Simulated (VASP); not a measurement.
A run of VASP 6.6.1:

Contents of INCAR:

```
SYSTEM = KBr
ALGO = Fast
EDIFF = 1E-6
ENCUT = 520
GGA = PE
ISIF = 2
ISMEAR = 0
LASPH = .TRUE.
LCHARG = .FALSE.
LREAL = .FALSE.
LWAVE = .FALSE.
NBANDS = 24
NELM = 100
PREC = Accurate
SIGMA = 0.02
```

KPOINTS

```
k-points
0
G
  6 6 4
  0 0 0
```

File POSCAR:

```
KBr
1.0
    3.5007157709      3.5007157709      0.0000000000
   -3.2804378614      3.2804378614      0.0000000000
    0.0000000000      0.0000000000      6.6744251208
K Br
2 2
Direct
    0.0000000000      0.0000000000      0.0000000000
    0.5000000000      0.5000000000      0.5000000000
    0.5000000000      0.5000000000      0.0000000000
    0.0000000000      0.0000000000      0.5000000000
```

Potentials or basis: VASP PAW PBE potentials, release 64 (K_sv, Br).

The run is started by

```sh
$ cat potpaw_PBE.64/K_sv/POTCAR potpaw_PBE.64/Br/POTCAR > POTCAR
$ mpirun -np 1 vasp_std > vasp.out
```

Hardware: 1 thread of Intel(R) Xeon(R) 6975P-C (Granite Rapids) (shared host).

Problem. How long does it take, and how much memory?

Solution. Wall time 110 s on 1 thread of Intel(R) Xeon(R) 6975P-C (Granite Rapids), with other jobs on the host, peak memory 0.34 GiB. Counts: scf iterations 18, k points 48.
